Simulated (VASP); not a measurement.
# H (P1) in VASP: reference runs

Reference runs on H: the cell as given.

Everything below comes from runs of VASP 6.6.1. Logs are shortened: lines on timing, memory, paths and dates and some standing lists are left out, and cuts for length are marked.

**1. The cell of the first run**

The typed cell holds 4 atoms: a = 3.383 Å, b = 3.383 Å, c = 4.117 Å, α = 90.00°, β = 90.00°, γ = 90.00°.

**2. Single point, PBE (a zone-boundary wave of random shape, sigma 0.02 Å)**

Contents of INCAR:

```
PREC = Accurate
ENCUT = 520
EDIFF = 1E-7
ISMEAR = -1
SIGMA = 0.05
LREAL = False
LASPH = True
NELM = 60
ALGO = Normal
ISIF = 2
LWAVE = False
LCHARG = True
GGA = PE
LELF = True
LVHAR = True
NBANDS = 10
```

Contents of KPOINTS:

```
regular mesh
0
Gamma
  8 8 7
```

Contents of POSCAR:

```
H
1.0
    0.0000000000     -3.3830689400      0.0000000000
   -3.3830689400      0.0000000000      0.0000000000
    0.0000000000      0.0000000000     -4.1169479800
H
4
Direct
    0.5032797000      0.5032677000      0.5898642900
    0.9967203000      0.9967323000      0.0904111300
    0.5054021100      0.4898592600      0.4143621400
    0.9945978900      0.0101407400      0.9053624400
```

Potentials or basis: VASP PAW PBE potentials, release 64 (H).

Run with:

```
cat potpaw_PBE.64/H/POTCAR > POTCAR
mpirun -np 1 vasp_std > vasp.out
```

OUTCAR:

```text
PREC = Accurate
   ENCUT = 520
   EDIFF = 1E-7
   ISMEAR = -1
   LREAL = False
   LASPH = True
   NELM = 60
   ISIF = 2
   GGA = PE

 ion  position               nearest neighbor table
   1  0.503  0.503  0.590-   3 0.72
   2  0.997  0.997  0.090-   4 0.76
   3  0.505  0.490  0.414-   1 0.72
   4  0.995  0.010  0.905-   2 0.76

  LATTYP: Found a simple tetragonal cell.
 ALAT       =     3.3830689400
 C/A-ratio  =     1.2169270130

  Lattice vectors:

 A1 = (   0.0000000000,  -3.3830689400,   0.0000000000)
 A2 = (  -3.3830689400,   0.0000000000,   0.0000000000)
 A3 = (   0.0000000000,   0.0000000000,  -4.1169479800)

Analysis of symmetry for initial positions (statically):
=====================================================================
 Subroutine PRICEL returns:
 Original cell was already a primitive cell.

 Routine SETGRP: Setting up the symmetry group for a
 simple tetragonal supercell.

 Subroutine GETGRP returns: Found  1 space group operations
 (whereof  1 operations were pure point group operations)
 out of a pool of 16 trial point group operations.

The static configuration has the point symmetry C_1 .

Analysis of symmetry for dynamics (positions and initial velocities):
=====================================================================
 Subroutine PRICEL returns:
 Original cell was already a primitive cell.

 Routine SETGRP: Setting up the symmetry group for a
 simple tetragonal supercell.

 Subroutine GETGRP returns: Found  1 space group operations
 (whereof  1 operations were pure point group operations)
 out of a pool of 16 trial point group operations.

The dynamic configuration has the point symmetry C_1 .

 Subroutine INISYM returns: Found  1 space group operations
 (whereof  1 operations are pure point group operations),
 and found     1 'primitive' translations

----------------------------------------------------------------------------------------

                                     Primitive cell

  volume of cell :      47.1191

  direct lattice vectors                    reciprocal lattice vectors
     0.000000000 -3.383068940  0.000000000     0.000000000 -0.295589602  0.000000000
    -3.383068940  0.000000000  0.000000000    -0.295589602  0.000000000  0.000000000
     0.000000000  0.000000000 -4.116947980     0.000000000  0.000000000 -0.242898381

  length of vectors
[... 95 lines left out ...]
   TEBEG  =    0.0;   TEEND  =   0.0 temperature during run
   PSTRESS=    0.0 pullay stress
   NELECT =       4.0000    total number of electrons
   NUPDOWN=      -1.0000    fix difference up-down
   EMIN   =  10.00;   EMAX   =-10.00  energy-range for DOS
   EFERMI =   0.00;   METHOD = LEGACY
   ISMEAR =    -1;   SIGMA  =   0.05  broadening in eV -4-tet -1-fermi 0-gaus
   EFERMI_NEDOS =   21; number of points for ismear=-14 and -15
   IALGO  =     38    algorithm
   IMIX   =      4    mixing-type and parameters
     AMIX     =   0.40;   BMIX     =  1.00
     AMIX_MAG =   1.60;   BMIX_MAG =  1.00
  volume/ion in A,a.u.               =      11.78        79.49
  Fermi-wavevector in a.u.,A,eV,Ry     =   0.719497  1.359653  7.043413  0.517676
  Thomas-Fermi vector in A             =   1.808708
   LORBIT       =      0    0 simple, 1 ext, 2 COOP (PROOUT), +10 PAW based schemes
   GGA     = PE    functional components
   LHFCALC =     F    Hartree Fock is set to
   AEXX    =    0.0000 exact exchange contribution
   IVDW    =     0    specifies the selected vdW correction
   LEPSILON=     F    determine dielectric tensor
   LRPA    =     F    only Hartree local field effects (RPA)
 non-spin polarized calculation
  energy-cutoff  :      520.00
  volume of cell :       47.12
 maximum number of plane-waves:      1288
 NGX is ok and might be reduce to    28
   NGX = 13   NGY = 13   NGZ = 15

 number of electron       4.0000000 magnetization

 Free energy of the ion-electron system (eV)
  ---------------------------------------------------
  ext. energy  EPLUGINS =         0.00000000
  ---------------------------------------------------
  free energy    TOTEN  =       -13.54914087 eV

  energy without entropy =      -13.54914087  energy(sigma->0) =      -13.54914087

 E-fermi :  -7.1654     XC(G=0):  -5.3474

 val. band max:       -8.1448392038   @ k =   0.0000   0.0000   0.0000
 cond. band min:       0.7701463336   @ k =   0.0000   0.5000   0.4286
 fundamental gap:      8.9149855374
 Fermi energy:        -7.1653947968

 k-point     1 :       0.0000    0.0000    0.0000
  band No.  band energies     occupation
      1     -10.5225      2.00000
      2      -8.1448      2.00000
      3       1.9838      0.00000
      4       5.4496      0.00000
      5       7.4197      0.00000
      6       7.9241      0.00000
      7       8.0012      0.00000
      8       9.0106      0.00000
      9      10.3195      0.00000
     10      15.3674      0.00000
[... 287 lines left out ...]
 k-point    24 :       0.3750    0.2500    0.0000
  band No.  band energies     occupation
      1      -9.3594      2.00000
      2      -8.6109      2.00000
      3       3.2916      0.00000
      4       3.4505      0.00000
      5       4.1840      0.00000
      6       6.2958      0.00000
      7       6.7613      0.00000
      8       9.8140      0.00000
      9      12.4634      0.00000
     10      13.1769      0.00000

 [... further k-points ...]

------------------------ aborting loop because EDIFF is reached ----------------------------------------

  FORCE on cell =-STRESS in cart. coord.  units (eV):
  Direction    XX          YY          ZZ          XY          YZ          ZX
  --------------------------------------------------------------------------------------
  -------------------------------------------------------------------------------------
  Total        0.0566582      0.0551784      0.4075111     -0.0004711     -0.0097973      0.0634220
  in kB        1.9265333      1.8762144     13.8564816     -0.0160183     -0.3331352      2.1565189
  external PRESSURE =       5.8864098 kB  Pullay stress =       0.0000000 kB

 VOLUME and BASIS-vectors are now :
 -----------------------------------------------------------------------------
  energy-cutoff  :      520.00
  volume of cell :       47.12
      direct lattice vectors                 reciprocal lattice vectors
     0.000000000 -3.383068940  0.000000000     0.000000000 -0.295589602  0.000000000
    -3.383068940  0.000000000  0.000000000    -0.295589602  0.000000000  0.000000000
     0.000000000  0.000000000 -4.116947980     0.000000000  0.000000000 -0.242898381

 POSITION                                       TOTAL-FORCE (eV/Angst)
 -----------------------------------------------------------------------------------
     -1.70259     -1.70263     -2.42844        -0.062953      0.011304     -0.962905
     -3.37201     -3.37197     -0.37222        -0.023933      0.002429      0.449040
     -1.65723     -1.70981     -1.70591         0.060398     -0.008222      0.965975
     -0.03431     -3.36479     -3.72733         0.026488     -0.005511     -0.452110
 -----------------------------------------------------------------------------------
    total drift:                                0.000028      0.000042     -0.000141

  FREE ENERGIE OF THE ION-ELECTRON SYSTEM (eV)
  ---------------------------------------------------
  free  energy   TOTEN  =       -13.5491408702 eV

  energy  without entropy=      -13.5491408702  energy(sigma->0) =      -13.54914087
```

OSZICAR:

```text
N       E                     dE             d eps       ncg     rms          rms(c)
DAV:   1    -0.103330770680E+02   -0.10333E+02   -0.12595E+03  4528   0.275E+02
DAV:   2    -0.145823908245E+02   -0.42493E+01   -0.41980E+01  5848   0.391E+01
DAV:   3    -0.146920044093E+02   -0.10961E+00   -0.10955E+00  5404   0.500E+00
DAV:   4    -0.146922715464E+02   -0.26714E-03   -0.26713E-03  4966   0.287E-01
DAV:   5    -0.146922724621E+02   -0.91566E-06   -0.91565E-06  5028   0.168E-02    0.631E+00
DAV:   6    -0.139096940299E+02    0.78258E+00   -0.35177E-01  4752   0.217E+00    0.345E+00
DAV:   7    -0.135420621875E+02    0.36763E+00   -0.80277E-01  4704   0.344E+00    0.393E-01
DAV:   8    -0.135515111051E+02   -0.94489E-02   -0.17318E-02  4734   0.563E-01    0.269E-01
DAV:   9    -0.135491189289E+02    0.23922E-02   -0.42203E-03  4776   0.261E-01    0.219E-02
DAV:  10    -0.135491304028E+02   -0.11474E-04   -0.99852E-05  4894   0.587E-02    0.553E-03
DAV:  11    -0.135491406718E+02   -0.10269E-04   -0.95720E-06  4692   0.217E-02    0.169E-03
DAV:  12    -0.135491407988E+02   -0.12698E-06   -0.17781E-07  5028   0.280E-03    0.745E-04
DAV:  13    -0.135491408702E+02   -0.71403E-07   -0.88127E-08  4708   0.215E-03
   1 F= -.13549141E+02 E0= -.13549141E+02  d E =-.659899E-10
```

Wall time 36 s (1 thread of AMD EPYC 9R45 (Zen 5), shared host); peak memory 0.18 GiB.

Results:

* Free energy: -13.5491 eV
* Pressure: 0.6 GPa
* Largest force: 0.968 eV/Å
* Band gap on the k mesh: 8.91 eV

Forces in eV/Å, atoms in the order of the input:
```
H   -0.063  0.011 -0.963
H   -0.024  0.002  0.449
H    0.060 -0.008  0.966
H    0.026 -0.006 -0.452
```

Levels at points of the mesh, in eV from the valence-band top:
```
           k point  band 1  band 2  band 3  band 4  band 5  band 6  band 7
(0.00, 0.00, 0.00)   -2.38    0.00   10.13   13.59   15.56   16.07   16.15
(0.50, 0.00, 0.00)   -1.08   -0.88   11.45   11.65   12.71   13.06   19.15
(0.00, 0.50, 0.00)   -1.08   -0.88   11.45   11.61   12.73   13.07   19.17
(0.50, 0.50, 0.00)   -0.71   -0.50   10.69   10.69   13.84   14.25   16.24
```

Caveat: an odd mesh through Γ misses points on the zone boundary, where band edges often lie.
